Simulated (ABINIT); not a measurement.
Runs of ABINIT 10.8.3 (patched build) on HfO2. The structure is tetragonal, space group P4_2/mnm (No. 136). Conventional cell: a = 4.814 Å, b = 4.814 Å, c = 3.205 Å, α = 90.00°, β = 90.00°, γ = 90.00°. Hf (site symmetry mmm) is surrounded by 6 O at 2.08 Å. O (site symmetry m2m) is surrounded by 3 Hf at 2.08 Å. Measurements of this composition are mostly on another form, of space group No. 14.

| task | level | potentials or basis | cell | k mesh | cutoff (eV) | fine-grid cutoff | gap on the mesh (eV) | pressure (GPa) | largest force (eV/Å) |
| --- | --- | --- | --- | --- | --- | --- | --- | --- | --- |
| band structure | PBE | JTH PAW PBE v2.0 | as given | 6 × 6 × 8 | 626 | 1224.51 eV | 4.00 | (b) | 0.05 |
| single point | PBE | JTH PAW PBE v2.0 | atoms moved at random, drawn with an rms of 0.05 Å | 6 × 6 × 8 | 626 | 1224.51 eV | 3.99 | 6.9 | 1.27 |
| band structure | r2SCAN | JTH PAW PBE v2.0 | as given | 5 × 5 × 7 | 762 | 1360.57 eV | (a) | 0.3 | 0.01 |
| band structure | PBEsol | JTH PAW PBE v2.0 | as given | 6 × 6 × 8 | 626 | 1224.51 eV | 3.88 | -0.4 | 0.01 |
| band structure | LDA | JTH PAW LDA v2.0 | as given | 6 × 6 × 8 | 626 | 1224.51 eV | 3.78 | -6.8 | 0.08 |

Alike in all rows: no spin polarisation; smearing fermi-dirac 0.05 eV.

Estimate the missing entries.

(a) 4.55; (b) 5.9.

Caveats: spin-orbit coupling is left out, which moves the levels of the heavy elements; the PAW data sets were made with another functional, which shifts forces and pressure a little (some runs); the atomic spheres overlap (some runs).

A k mesh can miss the band edges, and the runs leave out spin-orbit coupling on Hf.
